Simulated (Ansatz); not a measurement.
A (100) slab of Ge (Fd-3m (No. 227)), 8 planes, outer planes Ge (top) and Ge (bottom), with 8 atoms (Ge8) in a surface cell of A = 16.595 Å², as cut from the bulk:

```xyz
8
Lattice="4.0737 0.0000 0.0000 0.0000 4.0737 0.0000 0.0000 0.0000 25.0819" Properties=species:S:1:pos:R:3 pbc="T T T"
Ge    0.0000    2.0368    7.5000
Ge    0.0000    0.0000    8.9403
Ge    2.0368    0.0000   10.3805
Ge    2.0368    2.0368   11.8208
Ge    0.0000    2.0368   13.2611
Ge    0.0000    0.0000   14.7013
Ge    2.0368    0.0000   16.1416
Ge    2.0368    2.0368   17.5819
```

All numbers below come from DFT PBE, scalar-relativistic, plane waves, PAW (Ansatz). Settings: cutoff 420 eV, Γ-centred mesh 9×9×1 on the computed 8-atom cell, Gaussian smearing of 0.10 eV; no spin polarisation.

Against the same 8 atoms in the bulk, the slab as cut lies 2.862 eV higher and the relaxed slab 2.855 eV higher.

Q: Work out the surface energy before and after relaxation.

A: The slab has two faces, so γ = (E_slab − N·E_bulk)/(2A), the mean of both. As cut: 2.862/(2 × 16.595) = 0.0862 eV/Å², and 1 eV/Å² = 16.02 J/m², so γ = 1.38 J/m². Relaxed: 2.855/(2 × 16.595) = 0.0860 eV/Å² = 1.38 J/m². Relaxation recovers 0.2 % of the cost of cutting.

Q: A cut through this plane breaks about 2 nearest-neighbour bonds a surface cell. What does each broken bond cost, before relaxation?

A: One cut makes two faces and costs 2γA = 2.862 eV, shared by 2 bonds: 1.43 eV a bond. In a metal this is less than the cohesive energy a bond, since the bonds that remain at the surface strengthen.

Q: What is the ideal work of this cut, per area?

A: Griffith's ideal work is 2γ: 2.76 J/m², whether the new faces relax or not. One thickness was run, 8 planes, so γ can still shift with it.

The bands only touch here, so at this level the crystal is a zero-gap semiconductor or semimetal, not an ordinary metal; spin–orbit coupling, left out, can open or move such a gap.